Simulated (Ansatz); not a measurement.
# TaN: the cost of one run

Method: DFT PBEsol, scalar-relativistic, plane waves, PAW, in Ansatz 0.2.0.

4 further runs of the same task are left out: 4 set aside as unsound or not needed.

## 1. The system as given

Symmetry: Fm-3m, No. 225, cubic system. Conventional cell: a = 4.377 Å, b = 4.377 Å, c = 4.377 Å, α = 90.00°, β = 90.00°, γ = 90.00°. Around Ta (site symmetry m-3m) lie 6 N at 2.19 Å. Around N (site symmetry m-3m) lie 6 Ta at 2.19 Å.

As a file:

```cif
data_structure
_symmetry_space_group_name_H-M 'Fm-3m'
_symmetry_Int_Tables_number 225
_cell_length_a 4.3768
_cell_length_b 4.3768
_cell_length_c 4.3768
_cell_angle_alpha 90.000
_cell_angle_beta 90.000
_cell_angle_gamma 90.000
_cell_volume 83.85
loop_
_atom_site_label
_atom_site_type_symbol
_atom_site_symmetry_multiplicity
_atom_site_Wyckoff_symbol
_atom_site_fract_x
_atom_site_fract_y
_atom_site_fract_z
_atom_site_occupancy
Ta1 Ta 4 b 0.50000 0.00000 0.00000 1
N1 N 4 a 0.00000 0.00000 0.00000 1
```

This cell was relaxed beforehand with the same method: volume 10.48 Å³/atom, gap on the mesh none (metal).

## 2. The cell under 12 GPa

What is minimised here is the enthalpy; the energy can go up as the cell is squeezed.

The input, input.yaml:

```yaml
crystal:
  lattice:
    - [0.0, 2.188421179, 2.188421179]
    - [2.188421179, 0.0, 2.188421179]
    - [2.188421179, 2.188421179, 0.0]
  atoms:
    - { symbol: Ta, position: [0.5, 0.5, 0.5] }
    - { symbol: "N", position: [0.0, 0.0, 0.0] }
basis:
  ecutwfc: 420
kpoints:
  mp_grid: { grid: [16, 16, 16] }
hamiltonian:
  xc: pbesol
scf:
  occupations: { method: fermi_dirac, width: 0.15 }
output:
  forces: true
  stress: true
  eigenvalues: true
relax:
  adjacent_minimum: "off"
  f_tol: 0.001
  max_steps: 60
  cell: { stress_tol: 0.02, p_target: 12.0 }
```

Run with:

```console
ansatz run input.yaml --threads 1 --pin off --max-ram 3072MiB --backend cpu --events-out ev --progress --plain --runs-dir out
```

What time and memory should one allow on 1 thread of Intel Xeon Platinum 8488C (Sapphire Rapids), shared host?

About 15 s, with a peak of 0.45 GiB.
